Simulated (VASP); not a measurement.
Runs of VASP 6.6.1 on TiSe2. The cell holds a slab with vacuum, 3 atoms: a = 3.475 Å, b = 3.475 Å, c = 21.064 Å, α = 90.00°, β = 90.00°, γ = 120.00°. 

| task | level | potentials or basis | spin | cell | k mesh | cutoff (eV) | grid for exact exchange (PRECFOCK) | dipole correction | screening parameter | gap on the mesh (eV) | relaxed volume (Å³/atom) | largest force (eV/Å) | work function (eV) |
| --- | --- | --- | --- | --- | --- | --- | --- | --- | --- | --- | --- | --- | --- |
| band structure | HSE06 | VASP PAW PBE potentials, release 64 (Se, Ti_sv) | SOC, no magnetisation | P-3m1, 73.41 Å³/atom | 6 × 6 × 1 | 520 | Fast | yes | 0.2 1/A | - | - | (c) | 5.17 |
| relaxation of cell and atoms | PBE+D3(BJ) | VASP PAW PBE potentials, release 64 (Se, Ti_sv) | off | relaxed | 12 × 12 × 1 | 600 | - | - | - | none | - | - | - |
| band structure | LDA | VASP PAW LDA potentials, release 64 (Se, Ti_sv) | off | P-3m1, 73.41 Å³/atom | 12 × 12 × 1 | 520 | - | yes | - | - | - | (a) | (b) |
| band structure | PBE+D3(BJ) | VASP PAW PBE potentials, release 64 (Se, Ti_sv) | SOC, no magnetisation | P-3m1, 73.41 Å³/atom | 12 × 12 × 1 | 520 | - | yes | - | - | - | - | 5.28 |
| relaxation of cell and atoms | LDA | VASP PAW LDA potentials, release 64 (Se, Ti_sv) | off | relaxed | 12 × 12 × 1 | 600 | - | - | - | none | 71.29 | - | - |
| relaxation of cell and atoms | r2SCAN+rVV10 | VASP PAW PBE potentials, release 64 (Se, Ti_sv) | off | relaxed | 12 × 12 × 1 | 600 | - | - | - | none | 76.41 | - | - |
| relaxation of cell and atoms | PBE | VASP PAW PBE potentials, release 64 (Se, Ti_sv) | off | relaxed | 12 × 12 × 1 | 600 | - | - | - | none | - | - | - |
| band structure | HSE06 | VASP PAW PBE potentials, release 64 (Se, Ti_sv) | off | P-3m1, 73.41 Å³/atom | 9 × 9 × 1 | 520 | Fast | yes | 0.2 1/A | - | - | 0.39 | 5.18 |

Alike in all rows: smearing gaussian 0.03 eV.

Question: Estimate the missing entries.

Answer: (a) 0.47; (b) 5.59; (c) 0.33.

Caveats: the PAW data sets were made with another functional, which shifts forces and pressure a little (some runs); the relaxation stopped at its first step, so nothing moved (some runs).

A k mesh can miss the band edges, and rows without SOC leave out spin-orbit coupling on Se.

A gap of «none» marks a metal or a gap under the smearing width.
